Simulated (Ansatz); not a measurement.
The system is Be.

```xyz
2
Lattice="2.2853 0.0000 0.0000 -1.1426 1.9791 0.0000 0.0000 0.0000 3.5842" Properties=species:S:1:pos:R:3 pbc="T T T"
Be    1.1427    0.6597    2.6882
Be    0.0000    1.3194    0.8961
```

* Program: Ansatz 0.2.0
* Task: relaxation of cell and atoms
* Functional: PBEsol
* Dispersion: D3(BJ)-ATM
* Potentials or basis: Ansatz PAW
* Cutoff: 420 eV (not typed: the program's choice for these potentials)
* k mesh: 13 × 13 × 8
* Occupations: fermi-dirac, width 0.05 eV
* Spin: no spin polarisation

At the start: volume 8.11 Å³/atom.

Q: How do energy, volume and symmetry change on relaxing?

A: It ends after 6 steps and the volume is 7.58 Å³/atom (-6.5 %); space group P6_3/mmc (No. 194, to 0.05 Å).

The path:
```
step  energy change (eV)  largest force (eV/Å)  volume (Å³)
   1              0.0000                0.0000        16.21
   2             -0.0222                0.0000        15.59
   3             -0.0270                0.0000        15.13
   4             -0.0270                0.0000        15.17
   5             -0.0271                0.0000        15.16
   6             -0.0269                0.0000        15.16
```

Final structure:
```xyz
2
Lattice="2.2343 0.0000 0.0000 -1.1172 1.9350 0.0000 0.0000 0.0000 3.5075" Properties=species:S:1:pos:R:3 pbc="T T T"
Be    1.1172    0.6450    2.6306
Be    0.0000    1.2900    0.8769
```

Caveat: the plane-wave basis is chosen anew once the cell has moved, so the energies of steps on either side of that aren't comparable; pairwise dispersion overbinds metals, which lowers pressure and volume; the PAW data sets come from PBE, with cores solved anew for the run's functional, which leaves a small shift of forces and pressure.
